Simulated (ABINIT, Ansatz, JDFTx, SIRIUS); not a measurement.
## SnSe2: band gap by level of theory

The structure is trigonal, space group P-3m1 (No. 164). Conventional cell: a = 3.811 Å, b = 3.811 Å, c = 6.136 Å, α = 90.00°, β = 90.00°, γ = 120.00°. Sn (site symmetry -3m) is surrounded by 6 Se at 2.68 Å. Se (site symmetry 3m) has 3 Sn at 2.68 Å as nearest neighbours.

```csv
rung,level,program and potentials,cutoff (eV),k mesh,task,core time,chip,band gap (eV),notes
GGA,PBEsol,"Ansatz, all-electron LAPW, scalar-relativistic",-,6 × 6 × 4,band structure,29 s,Arm Neoverse V1,0.75,-
GGA,PBEsol,"JDFTx, PseudoDojo-SR-PBEsol-0.4.1-standard with smoothed tails",1170,5 × 5 × 3,band structure,2 min,AMD EPYC 7R43 Zen 3,0.63,coarse mesh; 15.33 valence electrons an atom on average; from the band path
GGA,PBE,"ABINIT, JTH PAW PBE v2.0",707,8 × 8 × 5,band structure,2.8 min,Arm Neoverse V1,0.81,8.67 valence electrons an atom on average
LDA,LDA,"ABINIT, JTH PAW PBE v2.0",707,8 × 8 × 5,band structure,2.8 min,Arm Neoverse V1,(a),potentials made for PBE; 8.67 valence electrons an atom on average
GGA,PW91,"ABINIT, JTH PAW PBE v2.0",707,8 × 8 × 5,band structure,2.9 min,Arm Neoverse V1,0.79,potentials made for PBE; 8.67 valence electrons an atom on average
GGA,WC,"ABINIT, JTH PAW PBE v2.0",707,8 × 8 × 5,band structure,2.9 min,Arm Neoverse V1,0.73,potentials made for PBE; 8.67 valence electrons an atom on average
GGA,RPBE,"ABINIT, JTH PAW PBE v2.0",707,8 × 8 × 5,band structure,2.9 min,Arm Neoverse V1,0.89,potentials made for PBE; 8.67 valence electrons an atom on average
GGA,BLYP,"ABINIT, JTH PAW PBE v2.0",707,8 × 8 × 5,band structure,2.9 min,Arm Neoverse V1,0.80,potentials made for PBE; 8.67 valence electrons an atom on average
GGA,AM05,"ABINIT, JTH PAW PBE v2.0",707,8 × 8 × 5,band structure,3.1 min,Arm Neoverse V1,0.78,potentials made for PBE; 8.67 valence electrons an atom on average
LDA,LDA,"SIRIUS, PseudoDojo 0.4.1 PBE standard (scalar relativistic)",1177,4 × 4 × 2,band structure,3.9 min,Intel Xeon 6975P-C Granite Rapids,0.70,coarse mesh; potentials made for PBE; 15.33 valence electrons an atom on average; from the band path
GGA,PBEsol,"SIRIUS, PseudoDojo 0.4.1 PBE standard (scalar relativistic)",1177,4 × 4 × 2,band structure,4 min,Intel Xeon 6975P-C Granite Rapids,0.75,coarse mesh; potentials made for PBE; 15.33 valence electrons an atom on average; from the band path
hybrid,PBE0,"ABINIT, SG15 NC PBE v1.2",490,6 × 6 × 4,single point,3.9 h,Arm Neoverse V1,2.09,potentials made for PBE; 8.67 valence electrons an atom on average; mesh may miss the edge
```

Times are single runs on shared hosts and different chips, so they are rough; meshes, cutoffs and the tasks' sizes weigh on the time. All rows: no spin polarisation. Gaps are the least found on the k mesh or the band path, and a mesh can miss the band edges. The cell comes from a database and isn't always the measured one. Meshes differ between rows, which moves values too. All levels ran on this one cell, unrelaxed unless noted. Meshes are those of the run's cell of 3 atoms unless a note names another. Runs on faulty files, with rough fits or with known faults for this quantity aren't shown. No row holds spin-orbit coupling.

Question: Estimate the value left out from the other rows.

Answer: (a) 0.67 eV.
